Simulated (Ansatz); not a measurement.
Input and command of a calculation in Ansatz (plane waves; scalar-relativistic PAW potentials unless the input names others):

```yaml
crystal:
  lattice:
    - [4.6351943588, 0.0, 0.0]
    - [0.0, 4.6351943588, 0.0]
    - [0.0, 0.0, 26.4715207712]
  atoms:
    - { symbol: Sb, position: [0.0, 0.5, 0.2822865156] }
    - { symbol: In, position: [0.5, 0.5, 0.3431710043] }
    - { symbol: Sb, position: [0.5, 0.0, 0.407126392] }
    - { symbol: In, position: [0.0, 0.0, 0.467999259] }
    - { symbol: Sb, position: [0.0, 0.5, 0.5307142956] }
    - { symbol: In, position: [0.5, 0.5, 0.5923392712] }
    - { symbol: Sb, position: [0.5, 0.0, 0.6545247202] }
    - { symbol: In, position: [0.0, 0.0, 0.7218385421] }
basis:
  ecutwfc: "29.4 Ry"
kpoints:
  mp_grid: { grid: [8, 8, 1] }
hamiltonian:
  xc: r2scan
scf:
  occupations: { method: gaussian, width: 0.01 }
output:
  forces: true
  eigenvalues: true
efield:
  axis: 3
  dipole_correction: true
  ramp_width: 0.04
```

```bash
ansatz run input.yaml --threads 1 --pin off --max-ram 2560MiB --backend cpu --events-out ev --progress --plain --runs-dir out
```

Abridged log:
```
Warning: basis.ecutwfc = 400.00737781 eV is below the records' recommended 500 eV, and the density's cutoff is lower with it unless basis.ecutrho_ratio is high enough to keep the records' density cutoff: compare with a run at a higher cutoff
Pseudopotentials: kind: paw
Pseudopotential: Sb, paw, valence charge 15, recommended cutoff 500 eV (meta_gga)
Pseudopotential: In, paw, valence charge 13, recommended cutoff 500 eV (meta_gga)
Functional definition: r2SCAN
Crystal: 8 atoms, lattice volume = 568.741 Å³
Basis set: ecut = 400.00737781 eV, 10343 PW (Γ), exchange–correlation on 128×128×720 points (64 copies of the dense FFT grid, shifted against one another)
Bands: 68, of which v1, the nominal top of the filled ones, is band 56 counted from 1 (55 counted from 0)
Symmetry: 4 space group operations
Space group: Pmm2 (ITA 25), of the structure as read, at distance tolerance 8.3e-5 Å
k-points: 25 of 64
Initial density: superposition of atomic densities (neutral atoms: chi_scale 0, normalization atom), corrected by the library's trained network
Initial wavefunctions: pseudopotential atomic-orbital guess
Functional: x = r2scan, c = r2scan; τ floored in thin density (d = 2e-4 eV/Å³)
SCF iter   1: F=—  HF=-48442.774186 eV  |F-HF|=—  |Δ(HF+E_count)|=         —  Δρ=4.49e-3  dr2=1.47e-1  dr2_τ=1.90e-2  ethr=1.77e-3  p=0.102 e·Å  D=3.26e-2 V/Å  ΔV_dip=-0.86 eV  dr2_dipole=1.44e-2  V_vac-E_F(+/−)=4.57/5.43 eV  ⟨swp⟩=7.0  Hψ=7297  notcnv=0  defer=36
efield: sawtooth ramp at fractional position 0.9821 (placed from the atoms, in the widest stretch of the axis that holds none; the zero of the levels goes with the place), width 0.0400; the density the first Hamiltonian is built on has a dipole p = 0.102 e·Å; the dipole correction subtracts the counter field D = 3.26e-2 V/Å, which shifts the + side's vacuum level by -0.86 eV against the − side's; the planar-averaged density in the ramp window peaks in size at 2.3e-5 e/Å³
SCF iter   2: F=—  HF=-48442.796758 eV  |F-HF|=—  |Δ(HF+E_count)|=   2.26e-2  Δρ=2.66e-3  dr2=3.80e-1  dr2_τ=4.76e-4  ethr=1.31e-4  p=0.110 e·Å  D=3.50e-2 V/Å  ΔV_dip=-0.93 eV  dr2_dipole=2.89e-1  V_vac-E_F(+/−)=4.52/5.44 eV  ⟨swp⟩=3.0  Hψ=3167  notcnv=0  defer=151
SCF iter   3: F=—  HF=-48442.781930 eV  |F-HF|=—  |Δ(HF+E_count)|=   1.48e-2  Δρ=7.83e-4  dr2=9.45e-3  dr2_τ=7.59e-5  ethr=1.31e-4  p=0.116 e·Å  D=3.68e-2 V/Å  ΔV_dip=-0.98 eV  dr2_dipole=8.48e-6  V_vac-E_F(+/−)=4.50/5.47 eV  ⟨swp⟩=2.3  Hψ=1944  notcnv=0  defer=151
SCF iter   4: F=—  HF=-48442.783485 eV  |F-HF|=—  |Δ(HF+E_count)|=   1.56e-3  Δρ=5.45e-4  dr2=3.66e-3  dr2_τ=1.96e-5  ethr=8.43e-6  p=0.119 e·Å  D=3.78e-2 V/Å  ΔV_dip=-1.00 eV  dr2_dipole=1.08e-3  V_vac-E_F(+/−)=4.49/5.49 eV  ⟨swp⟩=3.0  Hψ=2900  notcnv=0  defer=151
SCF iter   5: F=—  HF=-48442.783350 eV  |F-HF|=—  |Δ(HF+E_count)|=   1.35e-4  Δρ=1.76e-4  dr2=6.79e-4  dr2_τ=2.65e-6  ethr=3.27e-6  p=0.121 e·Å  D=3.84e-2 V/Å  ΔV_dip=-1.02 eV  dr2_dipole=6.07e-5  V_vac-E_F(+/−)=4.47/5.49 eV  ⟨swp⟩=2.0  Hψ=2598  notcnv=0  defer=151
SCF iter   6: F=—  HF=-48442.783395 eV  |F-HF|=—  |Δ(HF+E_count)|=   4.55e-5  Δρ=9.31e-5  dr2=2.66e-4  dr2_τ=1.50e-6  ethr=6.06e-7  p=0.122 e·Å  D=3.89e-2 V/Å  ΔV_dip=-1.03 eV  dr2_dipole=1.46e-4  V_vac-E_F(+/−)=4.47/5.50 eV  ⟨swp⟩=2.0  Hψ=2388  notcnv=0  defer=151
SCF iter   7: F=—  HF=-48442.783375 eV  |F-HF|=—  |Δ(HF+E_count)|=   1.98e-5  Δρ=4.96e-5  dr2=1.03e-4  dr2_τ=3.69e-7  ethr=2.38e-7  p=0.123 e·Å  D=3.90e-2 V/Å  ΔV_dip=-1.03 eV  dr2_dipole=7.18e-5  V_vac-E_F(+/−)=4.46/5.50 eV  ⟨swp⟩=2.0  Hψ=2360  notcnv=0  defer=151
SCF iter   8: F=—  HF=-48442.783367 eV  |F-HF|=—  |Δ(HF+E_count)|=   8.31e-6  Δρ=2.49e-5  dr2=2.35e-5  dr2_τ=1.01e-7  ethr=9.17e-8  p=0.123 e·Å  D=3.90e-2 V/Å  ΔV_dip=-1.03 eV  dr2_dipole=1.30e-5  V_vac-E_F(+/−)=4.46/5.50 eV  ⟨swp⟩=2.0  Hψ=1618  notcnv=0  defer=151
SCF iter   9: F=—  HF=-48442.783436 eV  |F-HF|=—  |Δ(HF+E_count)|=   6.91e-5  Δρ=1.56e-5  dr2=8.55e-6  dr2_τ=2.61e-8  ethr=2.10e-8  p=0.122 e·Å  D=3.90e-2 V/Å  ΔV_dip=-1.03 eV  dr2_dipole=6.75e-8  V_vac-E_F(+/−)=4.46/5.49 eV  ⟨swp⟩=2.0  Hψ=2371  notcnv=0  defer=151
SCF iter  10: F=—  HF=-48442.783436 eV  |F-HF|=—  |Δ(HF+E_count)|=   4.24e-7  Δρ=8.69e-6  dr2=5.52e-6  dr2_τ=8.98e-9  ethr=7.64e-9  p=0.122 e·Å  D=3.89e-2 V/Å  ΔV_dip=-1.03 eV  dr2_dipole=2.78e-7  V_vac-E_F(+/−)=4.46/5.49 eV  ⟨swp⟩=2.0  Hψ=2120  notcnv=0  defer=151
SCF iter  11: F=—  HF=-48442.783435 eV  |F-HF|=—  |Δ(HF+E_count)|=   4.06e-7  Δρ=4.98e-6  dr2=7.48e-7  dr2_τ=4.23e-9  ethr=4.92e-9  p=0.122 e·Å  D=3.89e-2 V/Å  ΔV_dip=-1.03 eV  dr2_dipole=4.78e-8  V_vac-E_F(+/−)=4.46/5.49 eV  ⟨swp⟩=2.0  Hψ=1678  notcnv=0  defer=151
SCF iter  12: F=—  HF=-48442.783435 eV  |F-HF|=—  |Δ(HF+E_count)|=   9.31e-8  Δρ=2.62e-6  dr2=2.53e-7  dr2_τ=1.45e-9  ethr=6.68e-10  p=0.122 e·Å  D=3.89e-2 V/Å  ΔV_dip=-1.03 eV  dr2_dipole=3.82e-8  V_vac-E_F(+/−)=4.46/5.49 eV  ⟨swp⟩=2.0  Hψ=2820  notcnv=0  defer=151
SCF iter  13: F=-48442.783435 eV  HF=-48442.783435 eV  |F-HF|=3.40e-8  |Δ(HF+E_count)|=   6.44e-9  Δρ=1.26e-6  dr2=4.87e-8  dr2_τ=3.28e-10  ethr=8.93e-11  p=0.122 e·Å  D=3.89e-2 V/Å  ΔV_dip=-1.03 eV  dr2_dipole=2.96e-9  V_vac-E_F(+/−)=4.46/5.49 eV  ⟨swp⟩=14.6  Hψ=8075  notcnv=0
SCF 1 converged in 13 iterations: F = -48442.783435 eV  dr2 = 4.87e-8
SCF converged after 13 iterations
Free energy (F): -48442.783435 eV
Harris-Foulkes:  -48442.783435 eV  (|F-HF|=3.40e-8)
Internal energy: -48442.782997 eV  (E = F + TS)
E sigma→0 (E₀):  -48442.783216 eV
Entropy (-TS):   -0.000438 eV (-0.055 meV/atom)
Fermi energy:    0.773593 eV
Dipole field:    D = 0.038837 V/Å  (p = 0.122067 e·Å, saw-weighted, corrected)
Work function:   Φ+ = 4.4660 eV   Φ− = 5.4941 eV
Levels:          The Fermi level and band energies are counted from a zero that moves with the ramp; work functions are not
--- Forces (eV/Å), atoms counted from 1 ---
  atom   1  Sb     0.00000000     0.00000000    -0.00769925
  atom   2  In     0.00000000     0.00000000    -0.00233099
  atom   3  Sb     0.00000000     0.00000000     0.02426859
  atom   4  In     0.00000000     0.00000000    -0.02567155
  atom   5  Sb     0.00000000     0.00000000     0.02865052
  atom   6  In     0.00000000     0.00000000    -0.01959424
  atom   7  Sb     0.00000000     0.00000000     0.02027579
  atom   8  In     0.00000000     0.00000000    -0.01792939
```

Apart from outputs, empty bands and the relaxation, which only the reference makes, the input differs from a reference run on usual settings in scf.occupations.width: 0.1 → 0.01; basis.ecutwfc: 500 → "29.4 Ry". The reference, at the same geometry, ended its own course with largest force 0.011 eV/Å, no gap on the mesh. This run converged in 13 SCF iterations with an energy at zero smearing 2.10 meV/atom above the reference's, largest force 0.029 eV/Å, no gap on the mesh. Its k mesh, for so narrow a smearing in a metal, and cutoff are looser than usual, and the result moved.

It took 100 s on 1 thread of Intel(R) Xeon(R) Platinum 8488C (Sapphire Rapids), with other jobs on the host, peak memory 1.5 GiB.